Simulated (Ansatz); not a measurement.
The system is GaAs.

```xyz
2
Lattice="0.0000 2.8268 2.8268 2.8268 0.0000 2.8268 2.8268 2.8268 0.0000" Properties=species:S:1:pos:R:3 pbc="T T T"
As    4.2403    4.2403    4.2403
Ga    0.0000    0.0000    0.0000
```

Base run:

* Program: Ansatz 0.2.0
* Functional: LDA
* Potentials or basis: all-electron LAPW, scalar-relativistic
* Cutoff: 316 eV
* Density cutoff: 1266 eV
* Basis error allowed: 0.001 eV/atom
* k mesh: 8 × 8 × 8
* Occupations: fermi-dirac, width 0.05 eV
* Spin: no spin polarisation

Its results: band gap on the k mesh 0.28 eV, direct; pressure -1.9 GPa.

Q: The run is repeated on the same cell with these changes: functional from LDA to revPBE. What comes out?

A: Band gap on the k mesh 0.62 eV, direct; pressure 4.7 GPa.

revPBE binds less tightly than LDA, so the same cell stands under more pressure.

Not every run made on this cell is shown here.
